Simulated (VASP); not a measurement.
# BN (Qingsongite) (F-43m) in VASP: settings compared

The runs below take BN (Qingsongite) through relaxation of cell and atoms, with LDA, r2SCAN.

All numbers are computed with VASP 6.6.1; they aren't measurements. Logs are shortened: lines on timing, memory, paths and dates and some standing lists are left out, and cuts for length are marked.

### Step 1. The crystal as given

Symmetry: F-43m, No. 216, cubic system. The conventional cell has a = 3.583 Å, b = 3.583 Å, c = 3.583 Å, α = 90.00°, β = 90.00°, γ = 90.00°. B (site symmetry -43m) is surrounded by 4 N at 1.55 Å. Around N (site symmetry -43m) lie 4 B at 1.55 Å.

### Step 2. Relaxation of cell and atoms, LDA

File INCAR:

```
PREC = Accurate
ENCUT = 600
EDIFF = 1E-7
ISMEAR = 0
SIGMA = 0.03
LREAL = F
LASPH = T
NELM = 80
ALGO = Normal
ISIF = 3
LWAVE = F
LCHARG = F
IBRION = 2
NSW = 90
EDIFFG = -0.005
```

File KPOINTS:

```
regular mesh
0
Gamma
  14 14 14
```

File POSCAR:

```
BN                                      
1.0
    0.0000000000      1.7913651712      1.7913651712
    1.7913651712     -0.0000000000      1.7913651712
    1.7913651712      1.7913651712      0.0000000000
  B               N             
     1     1
Direct
     0.0000000000000000    0.0000000000000000    0.0000000000000000
     0.2500000000000000    0.2500000000000000    0.2500000000000000
```

Potentials or basis: VASP PAW LDA potentials, release 64 (B, N).

On the command line:

```sh
> cat potpaw_LDA.64/B/POTCAR potpaw_LDA.64/N/POTCAR > POTCAR
> mpirun -np 1 vasp_std > vasp.out
```

OUTCAR:

```text
PREC = Accurate
   ENCUT = 600
   EDIFF = 1E-7
   ISMEAR = 0
   LREAL = F
   LASPH = T
   NELM = 80
   ISIF = 3
   IBRION = 2
   NSW = 90
   EDIFFG = -0.005

 ion  position               nearest neighbor table
   1  0.000  0.000  0.000-   2 1.55   2 1.55   2 1.55   2 1.55
   2  0.250  0.250  0.250-   1 1.55   1 1.55   1 1.55   1 1.55

  LATTYP: Found a face centered cubic cell.
 ALAT       =     3.5827303424

  Lattice vectors:

 A1 = (   0.0000000000,   1.7913651712,   1.7913651712)
 A2 = (   1.7913651712,   0.0000000000,   1.7913651712)
 A3 = (   1.7913651712,   1.7913651712,   0.0000000000)

Analysis of symmetry for initial positions (statically):
=====================================================================
 Subroutine PRICEL returns:
 Original cell was already a primitive cell.

 Routine SETGRP: Setting up the symmetry group for a
 face centered cubic supercell.

 Subroutine GETGRP returns: Found 24 space group operations
 (whereof 24 operations were pure point group operations)
 out of a pool of 48 trial point group operations.

The static configuration has the point symmetry T_d .

Analysis of symmetry for dynamics (positions and initial velocities):
=====================================================================
 Subroutine PRICEL returns:
 Original cell was already a primitive cell.

 Routine SETGRP: Setting up the symmetry group for a
 face centered cubic supercell.

 Subroutine GETGRP returns: Found 24 space group operations
 (whereof 24 operations were pure point group operations)
 out of a pool of 48 trial point group operations.

The dynamic configuration has the point symmetry T_d .

 Subroutine INISYM returns: Found 24 space group operations
 (whereof 24 operations are pure point group operations),
 and found     1 'primitive' translations

----------------------------------------------------------------------------------------

                                     Primitive cell

  volume of cell :      11.4969

  direct lattice vectors                    reciprocal lattice vectors
     0.000000000  1.791365171  1.791365171    -0.279116736  0.279116736  0.279116736
     1.791365171  0.000000000  1.791365171     0.279116736 -0.279116736  0.279116736
     1.791365171  1.791365171  0.000000000     0.279116736  0.279116736 -0.279116736

  length of vectors
     2.533372920  2.533372920  2.533372920     0.483444368  0.483444368  0.483444368

  position of ions in fractional coordinates (direct lattice)
     0.000000000  0.000000000  0.000000000
     0.250000000  0.250000000  0.250000000

  ion indices of the primitive-cell ions
   primitive index   ion index
                 1           1
                 2           2

----------------------------------------------------------------------------------------

 KPOINTS: regular mesh

Automatic generation of k-mesh.
 Grid dimensions read from file:
 generate k-points for:   14   14   14

 Generating k-lattice:

  Cartesian coordinates                     Fractional coordinates (reciprocal lattice)
    -0.019936910  0.019936910  0.019936910     0.071428571  0.000000000  0.000000000
     0.019936910 -0.019936910  0.019936910     0.000000000  0.071428571  0.000000000
     0.019936910  0.019936910 -0.019936910     0.000000000  0.000000000  0.071428571

  Length of vectors
     0.034531741  0.034531741  0.034531741

  Shift w.r.t. Gamma in fractional coordinates (k-lattice)
     0.000000000  0.000000000  0.000000000

 Subroutine IBZKPT returns following result:
 ===========================================

 Found    104 irreducible k-points:

 Following reciprocal coordinates:
            Coordinates               Weight
  0.000000  0.000000  0.000000      1.000000
  0.071429  0.000000  0.000000      8.000000
  0.142857  0.000000  0.000000      8.000000
  0.214286  0.000000  0.000000      8.000000
  0.285714  0.000000  0.000000      8.000000
  0.357143  0.000000  0.000000      8.000000
[... 16 lines left out ...]
  0.214286  0.142857  0.000000     24.000000
  0.285714  0.142857  0.000000     24.000000
 [... further k-points ...]
   k-points           NKPTS =    104   k-points in BZ     NKDIM =    104   number of bands    NBANDS=      8
   number of dos      NEDOS =    301   number of ions     NIONS =      2
   total plane-waves  NPLWV =   8000
   dimension x,y,z NGX =    20 NGY =   20 NGZ =   20
   dimension x,y,z NGXF=    40 NGYF=   40 NGZF=   40
   ions per type =               1   1
   NGX,Y,Z   is equivalent  to a cutoff of  13.12, 13.12, 13.12 a.u.
   NGXF,Y,Z  is equivalent  to a cutoff of  26.25, 26.25, 26.25 a.u.
 SYSTEM =  unknown system
   PREC   = accura    normal or accurate (medium, high low for compatibility)
   ISTART =      0    job   : 0-new  1-cont  2-samecut
   ICHARG =      2    charge: 1-file 2-atom 10-const
   ISPIN  =      1    spin polarized calculation?
   LNONCOLLINEAR =      F non collinear calculations
   LSORBIT =      F    spin-orbit coupling
   LASPH  =      T    aspherical Exc in radial PAW
   ENCUT  =  600.0 eV  44.10 Ry    6.64 a.u.   5.06  5.06  5.06*2*pi/ulx,y,z
   NELM   =     80;   NELMIN=  2; NELMDL= -5     # of ELM steps
   EDIFF  = 0.1E-06   stopping-criterion for ELM
   LREAL  =      F    real-space projection
   EDIFFG = -.5E-02   stopping-criterion for IOM
   NSW    =     90    number of steps for IOM
   IBRION =      2    ionic relax: 0-MD 1-quasi-New 2-CG
   NFREE  =      1    steps in history (QN), initial steepest desc. (CG)
   ISIF   =      3    stress and relaxation
   ISYM   =      2    0-nonsym 1-usesym 2-fastsym
   POTIM  = 0.5000    time-step for ionic-motion
   TEBEG  =    0.0;   TEEND  =   0.0 temperature during run
   PSTRESS=    0.0 pullay stress
   NELECT =       8.0000    total number of electrons
   NUPDOWN=      -1.0000    fix difference up-down
   EMIN   =  10.00;   EMAX   =-10.00  energy-range for DOS
   EFERMI =   0.00;   METHOD = LEGACY
   ISMEAR =     0;   SIGMA  =   0.03  broadening in eV -4-tet -1-fermi 0-gaus
   EFERMI_NEDOS =   21; number of points for ismear=-14 and -15
   IALGO  =     38    algorithm
   IMIX   =      4    mixing-type and parameters
     AMIX     =   0.40;   BMIX     =  1.00
     AMIX_MAG =   1.60;   BMIX_MAG =  1.00
  volume/ion in A,a.u.               =       5.75        38.79
  Fermi-wavevector in a.u.,A,eV,Ry     =   1.450699  2.741424 28.633844  2.104528
  Thomas-Fermi vector in A             =   2.568281
   LORBIT       =      0    0 simple, 1 ext, 2 COOP (PROOUT), +10 PAW based schemes
   GGA     = CA    functional components
   LHFCALC =     F    Hartree Fock is set to
   AEXX    =    0.0000 exact exchange contribution
   IVDW    =     0    specifies the selected vdW correction
   LEPSILON=     F    determine dielectric tensor
   LRPA    =     F    only Hartree local field effects (RPA)
 conjugate gradient relaxation of ions
 non-spin polarized calculation
 Gauss-broadening in eV      SIGMA  =   0.03
  energy-cutoff  :      600.00
  volume of cell :       11.50
 maximum number of plane-waves:       393
   NGX = 11   NGY = 11   NGZ = 11

 number of electron       7.9999999 magnetization

 Free energy of the ion-electron system (eV)
  ---------------------------------------------------
  ext. energy  EPLUGINS =         0.00000000
  ---------------------------------------------------
  free energy    TOTEN  =       -19.41641097 eV

  energy without entropy =      -19.41641097  energy(sigma->0) =      -19.41641097

 E-fermi :   7.8834     XC(G=0): -13.2345

 val. band max:        7.7285617387   @ k =   0.0000   0.0000   0.0000
 cond. band min:      12.1036551292   @ k =   0.5000   0.5000   0.0000
 fundamental gap:      4.3750933905
 Fermi energy:         7.8834295115

 k-point     1 :       0.0000    0.0000    0.0000
  band No.  band energies     occupation
      1     -12.6485      2.00000
      2       7.7286      2.00000
      3       7.7286      2.00000
      4       7.7286      2.00000
      5      16.5387      0.00000
      6      16.5387      0.00000
      7      16.5387      0.00000
      8      18.6089      0.00000

 k-point     2 :       0.0714    0.0000    0.0000
  band No.  band energies     occupation
      1     -12.5211      2.00000
      2       7.0365      2.00000
      3       7.5886      2.00000
      4       7.5886      2.00000
      5      16.7465      0.00000
      6      16.7501      0.00000
      7      16.7501      0.00000
      8      18.9903      0.00000

 k-point     3 :       0.1429    0.0000    0.0000
  band No.  band energies     occupation
      1     -12.1422      2.00000
      2       5.3527      2.00000
      3       7.2312      2.00000
      4       7.2312      2.00000
      5      17.1155      0.00000
      6      17.2739      0.00000
      7      17.2739      0.00000
      8      19.9674      0.00000

 k-point     4 :       0.2143    0.0000    0.0000
  band No.  band energies     occupation
      1     -11.5222      2.00000
      2       3.2556      2.00000
      3       6.7841      2.00000
      4       6.7841      2.00000
      5      17.4715      0.00000
      6      17.8572      0.00000
      7      17.8572      0.00000
      8      21.0782      0.00000

 k-point     5 :       0.2857    0.0000    0.0000
  band No.  band energies     occupation
      1     -10.6858      2.00000
      2       1.0918      2.00000
      3       6.3566      2.00000
      4       6.3566      2.00000
      5      17.7978      0.00000
      6      18.2665      0.00000
      7      18.2665      0.00000
      8      21.9780      0.00000
[... 177 lines left out ...]
 k-point    22 :       0.1429    0.1429    0.0000
  band No.  band energies     occupation
      1     -11.9743      2.00000
      2       6.1778      2.00000
      3       6.2948      2.00000
      4       6.2948      2.00000
      5      15.7272      0.00000
      6      18.5221      0.00000
      7      18.5221      0.00000
      8      19.8855      0.00000

 k-point    23 :       0.2143    0.1429    0.0000
  band No.  band energies     occupation
      1     -11.5193      2.00000
      2       4.5788      2.00000
      3       5.7487      2.00000
      4       6.1996      2.00000
      5      15.6675      0.00000
      6      19.1842      0.00000
      7      19.3361      0.00000
      8      20.3307      0.00000

 k-point    24 :       0.2857    0.1429    0.0000
  band No.  band energies     occupation
      1     -10.8341      2.00000
      2       2.6293      2.00000
      3       5.3007      2.00000
      4       5.8451      2.00000
      5      16.0005      0.00000
      6      19.6129      0.00000
      7      19.9521      0.00000
      8      20.7432      0.00000

 [... further k-points ...]

------------------------ aborting loop because EDIFF is reached ----------------------------------------

  FORCE on cell =-STRESS in cart. coord.  units (eV):
  Direction    XX          YY          ZZ          XY          YZ          ZX
  --------------------------------------------------------------------------------------
  -------------------------------------------------------------------------------------
  Total       -0.0005271     -0.0005271     -0.0005271     -0.0000000      0.0000000     -0.0000000
  in kB       -0.0734582     -0.0734582     -0.0734582     -0.0000000      0.0000000     -0.0000000
  external PRESSURE =      -0.0734582 kB  Pullay stress =       0.0000000 kB

 VOLUME and BASIS-vectors are now :
 -----------------------------------------------------------------------------
  energy-cutoff  :      600.00
  volume of cell :       11.50
      direct lattice vectors                 reciprocal lattice vectors
     0.000000000  1.791365171  1.791365171    -0.279116736  0.279116736  0.279116736
     1.791365171  0.000000000  1.791365171     0.279116736 -0.279116736  0.279116736
     1.791365171  1.791365171  0.000000000     0.279116736  0.279116736 -0.279116736

 POSITION                                       TOTAL-FORCE (eV/Angst)
 -----------------------------------------------------------------------------------
      0.00000      0.00000      0.00000        -0.000000      0.000000      0.000000
      0.89568      0.89568      0.89568         0.000000     -0.000000     -0.000000
 -----------------------------------------------------------------------------------
    total drift:                               -0.000000     -0.000000     -0.000000

  FREE ENERGIE OF THE ION-ELECTRON SYSTEM (eV)
  ---------------------------------------------------
  free  energy   TOTEN  =       -19.4164109677 eV

  energy  without entropy=      -19.4164109677  energy(sigma->0) =      -19.41641097

 reached required accuracy - stopping structural energy minimisation
```

It used 5.6 s of CPU time on 1 thread of Intel(R) Xeon(R) Platinum 8488C (Sapphire Rapids) (shared host), which was overloaded at the time.

What came out:

| Property | Result |
| --- | --- |
| Free energy | -19.4164 eV |
| Pressure after relaxing | 0.0 GPa |
| Band gap on the k mesh | 4.38 eV, indirect (least direct gap 8.81 eV) |

Final structure:
```
CELL_PARAMETERS angstrom
0.00000 1.79137 1.79137
1.79137 0.00000 1.79137
1.79137 1.79137 0.00000
ATOMIC_POSITIONS crystal
B 0.00000 0.00000 0.00000
N 0.25000 0.25000 0.25000
```

Caveat: the relaxation stopped at its first step, so nothing moved.

### Step 3. Relaxation of cell and atoms, r2SCAN

This run uses another cell than the first one, of 5.91 Å³/atom, 1.027 times its volume.

File INCAR:

```
  PREC = Accurate
  ENCUT = 600
  EDIFF = 1E-6
  ISMEAR = 0
  SIGMA = 0.03
  LREAL = False
  LASPH = True
  NELM = 80
  ALGO = Normal
  ISIF = 3
  LWAVE = False
  LCHARG = False
  METAGGA = R2SCAN
  LMIXTAU = True
  IBRION = 2
  NSW = 90
  EDIFFG = -0.01
```

KPOINTS is that of step 2.

File POSCAR:

```
BN
1.0
    0.0000000000      1.8075000000      1.8075000000
    1.8075000000      0.0000000000      1.8075000000
    1.8075000000      1.8075000000      0.0000000000
B N
1 1
Direct
    0.0000000000      0.0000000000      0.0000000000
    0.2500000000      0.2500000000      0.2500000000
```

Potentials or basis: VASP PAW PBE potentials, release 64 (B, N).

On the command line:

```sh
> cat potpaw_PBE.64/B/POTCAR potpaw_PBE.64/N/POTCAR > POTCAR
> mpirun -np 1 vasp_std > vasp.out
```

It took 71 s on 1 thread of AMD EPYC 9R45 (Zen 5), shared host; peak memory 0.09 GiB.

Results (log left out):

- Free energy: -19.1747 eV
- Relaxed volume: 5.90 Å³/atom
- Relaxed cell: a = 2.555 Å, b = 2.555 Å, c = 2.555 Å, α = 60.00°, β = 60.00°, γ = 60.00°
- Space group after relaxing (to 0.05 Å): F-43m (No. 216)
- Energy gained by relaxing: 0.0 meV/atom
- Ionic steps: 3
- Pressure after relaxing: 0.0 GPa
- Band gap on the k mesh: 4.98 eV, indirect (least direct gap 9.53 eV)

Final structure:
```xyz
2
Lattice="0.0000 1.8066 1.8066 1.8066 0.0000 1.8066 1.8066 1.8066 0.0000" Properties=species:S:1:pos:R:3 pbc="T T T"
B     0.0000    0.0000    0.0000
N     0.9033    0.9033    0.9033
```

Levels at points of the mesh, in eV from the valence-band top:
| k point | band 1 | band 2 | band 3 | band 4 | band 5 | band 6 | band 7 | band 8 |
| --- | --- | --- | --- | --- | --- | --- | --- | --- |
| (0.00, 0.00, 0.00) | -21.31 | 0.00 | 0.00 | 0.00 | 9.53 | 9.53 | 9.53 | 11.09 |
| (0.50, 0.00, 0.00) | -17.01 | -11.10 | -2.02 | -2.02 | 10.81 | 11.48 | 11.48 | 16.42 |
| (0.50, 0.50, 0.00) | -15.58 | -9.33 | -5.10 | -5.10 | 4.98 | 9.82 | 19.28 | 19.28 |

Caveat: the PAW data sets were made with another functional, which shifts forces and pressure a little. A k mesh can miss the band edges.
